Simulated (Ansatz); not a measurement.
## InSe: an elastic constant from a strain scan

Method: DFT PBEsol, scalar-relativistic, plane waves, PAW in Ansatz 0.2.0. Cutoff 420 eV, Γ-centred 8×8×6 k-points, Gaussian smearing of 0.05 eV. No spin polarisation. Energies are free energies at this smearing, counted from the undisturbed cell; pressure is positive in compression.

Reference structure (relaxed at this level; this form isn't the usual structure):

```
CELL_PARAMETERS angstrom
5.87493 -2.05527 -0.00529
5.87493 2.05527 -0.00529
-1.60512 0.00000 4.27209
ATOMIC_POSITIONS crystal
In 0.88580 0.88580 0.02905
In 0.11420 0.11420 0.97095
Se 0.65472 0.65472 0.63749
Se 0.34528 0.34528 0.36251
```

The cell is strained by ε times the Voigt pattern (1, -1, 0, 0, 0, 0) (xx, yy, zz, yz, xz, xy; engineering shear) with fractional coordinates fixed. The cell holds 4 atoms in V0 = 103.13 Å³. The stress column is τ = (1/V0) dE/dε, got from the stress tensor σ (compression positive) at each point as −det(1 + εP) σ : P(1 + εP)⁻¹, with P the pattern as a tensor.

| ε | ΔE (meV/atom) | τ (GPa) |
| --- | --- | --- |
| -0.0600 | 56.558 | -12.267 |
| -0.0450 | 31.091 | -8.875 |
| -0.0300 | 13.518 | -5.721 |
| 0.0000 | 0.000 | 0.006 |
| 0.0150 | 3.224 | 2.642 |
| 0.0450 | 28.097 | 7.607 |
| 0.0600 | ? | ? |

**Question.** Which combination of elastic constants does this scan measure, and how large is it?

**Answer.** For small ε, τ = τ0 + Kε with K = pᵀCp, which for this pattern is C11 + C22 − 2 C12 in the Cartesian frame shown. The parabola through τ at ε = -0.0300, 0 and 0.0150 has slope K = 181 GPa at zero. The energies per cell, E = NΔE, of the same two points give K = 2[E(ε₊)/ε₊ − E(ε₋)/ε₋]/[(ε₊ − ε₋)V0] = 184 GPa, in agreement. These are clamped-ion values.

**Question.** Predict the withheld row at ε = 0.0600 from the harmonic law, and compare.

**Answer.** ΔE = V0(τ0 ε + Kε²/2)/N = 52.430 meV/atom and τ = 10.85 GPa. The calculation gives 49.346 meV/atom and 9.99 GPa: the energy lies 6 % below the harmonic value.

Forces appear on the atoms along this scan, and letting them relax would lower the energy and soften the response.

Cost: 7 runs of about 3.3 core-minutes in all, on Intel Xeon Processor @ 2.70GHz (shared hosts).